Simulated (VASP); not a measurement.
Here is a VASP 6.6.1 calculation.

INCAR

```
SYSTEM = H3C3NO2
PREC = Accurate ; ENCUT = 520
EDIFF = 1E-6 ; ISMEAR = -1
SIGMA = 0.02 ; LREAL = Auto
LASPH = .TRUE. ; NELM = 100
ALGO = Fast ; ISIF = 2
LWAVE = .FALSE. ; LCHARG = .FALSE.
GGA = PE ; NBANDS = 67
```

The input KPOINTS:

```
Automatic mesh
0
G
  1 1 1
  0 0 0
```

POSCAR

```
H3C3NO2
1.0
    7.4476350000      0.0000000000      0.0000000000
    0.0000000000      7.4476350000      0.0000000000
    0.0000000000      0.0000000000      7.4476350000
C N H O
9 3 9 6
Direct
    0.9895893126      0.8893561513      0.4490284500
    0.8795812362      0.9410906952      0.5970083120
    0.3294065834      0.3939505628      0.3578048602
    0.1789695655      0.4064646025      0.4683903011
    0.3858406058      0.7411748830      0.7815098350
    0.2666484058      0.7271838644      0.9376399354
    0.4940360262      0.8529419071      0.3338240932
    0.5806944084      0.2900518084      0.9043004927
    0.1071481081      0.1981971458      0.8654559468
    0.7801134186      0.9823789700      0.7065732947
    0.0656852813      0.4188443714      0.5730006908
    0.1875091892      0.7109370961      1.0736965493
    1.1297411863      0.8495045743      0.4729689358
    0.9068650652      0.7877534278      0.3788988048
    1.0137580588      1.0022779043      0.3561399021
    0.3137237526      0.4645367288      0.2252929957
    0.4600386566      0.4446512215      0.4160246843
    0.3491309657      0.2541343661      0.3151873044
    0.4503711581      0.8753919869      0.7730373468
    0.4857112358      0.6407000343      0.8167559232
    0.3062851496      0.7100911900      0.6531603657
    0.6000159782      0.7419267996      0.3699697958
    0.3843636268      0.9646686498      0.3137640338
    0.5728932742      0.3536021838      0.7556761307
    0.5700333059      0.2385320978      1.0525086152
    0.0152800184      0.2897832668      0.9544372140
    0.1962770732      0.1114179199      0.7723659927
```

Potentials or basis: VASP PAW PBE potentials, release 64 (C, N, H, O).

Command:

```bash
$ cat potpaw_PBE.64/C/POTCAR potpaw_PBE.64/N/POTCAR potpaw_PBE.64/H/POTCAR potpaw_PBE.64/O/POTCAR > POTCAR
$ mpirun -np 1 vasp_gam > vasp.out
```

Task: Estimate the band gap on the k mesh.

Result: 5.87 eV, direct.

Task: Predict the pressure.

Result: 1.2 GPa.

Task: Estimate the largest force.

Result: 3.113 eV/Å.

Forces on the atoms (eV/Å):
```
C    0.134  0.052 -1.203
C    1.654 -0.275 -1.216
C    2.176 -0.027 -2.227
C    0.308  0.401  0.179
C   -1.196  0.173 -0.141
C   -0.500  0.321  0.868
C   -0.238  0.317  0.565
C   -0.595  1.319 -2.636
C   -1.356  1.237  0.704
N   -1.724  0.656  1.978
N   -1.464  0.227  0.872
N    0.542  0.115 -1.274
H   -0.542 -0.451  0.522
H    0.768 -0.060 -0.129
H   -0.538  0.080  0.050
H   -0.273 -0.025  0.797
H   -0.982 -0.396 -0.027
H    0.141 -0.005  0.303
H   -0.247 -0.448  0.048
H    0.485 -0.212 -0.772
H    0.944  0.085  1.236
O    0.098 -0.187 -0.406
O    0.236 -0.105 -0.230
O    0.464 -1.144  2.284
O    0.374 -0.344  0.240
O   -0.084 -0.012  0.501
O    1.418 -1.291 -0.886
```

Caveat: the standard files for N, O and F lose accuracy on very short bonds.
